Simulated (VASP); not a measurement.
A convergence study with VASP on ZrO₂ (fluorite): one setting is varied, all else stays as given below, so the limit is that of these other settings.

```
ZrO2
1.0
    0.00000     2.54500     2.54500
    2.54500     0.00000     2.54500
    2.54500     2.54500     0.00000
Zr O
1 2
Cartesian
  0.00000   0.00000   0.00000
  1.27250   1.27250   1.27250
  3.81750   3.81750   3.81750
```

The numbers are results of PBE GGA, VASP's PBE PAW potentials (set 64) (plane waves; VASP), not measurements. The tightest run used: 700 eV cut-off, 6×6×6 Γ-centred mesh, Gaussian smearing of 0.010 eV, potentials Zr_sv O.

**Question.** The settings run are ENCUT = 300; ENCUT = 400; ENCUT = 500; ENCUT = 600; ENCUT = 700. From which on does the highest Γ mode stay within 2 cm⁻¹ of the tightest run?

**Answer.** From ENCUT = 500 on: it is off by 0.1 there and by no more than 2 in any finer run, while ENCUT = 400 is off by 2.9.
| setting | mean ε∞ | highest Γ mode (cm⁻¹) | plane waves | difference judged (cm⁻¹) |
|---|---|---|---|---|
| ENCUT = 300 | 5.73 | 575.6 | 397 | 12.9 |
| ENCUT = 400 | 5.78 | 559.7 | 612 | 2.9 |
| ENCUT = 500 | 5.80 | 562.5 | 869 | 0.1 |
| ENCUT = 600 | 5.80 | 562.7 | 1113 | 0.1 |
| ENCUT = 700 | 5.79 | 562.6 | 1411 | 0.0 |

Left out are rungs that failed or repeat a setting and relaxations that didn't move; long series are thinned to 24 rows.

The compound is ZrO2 in the fluorite structure, the high-temperature cubic form, which is unstable at 0 K; the monoclinic form is the stable one. The cell was not relaxed at this level.
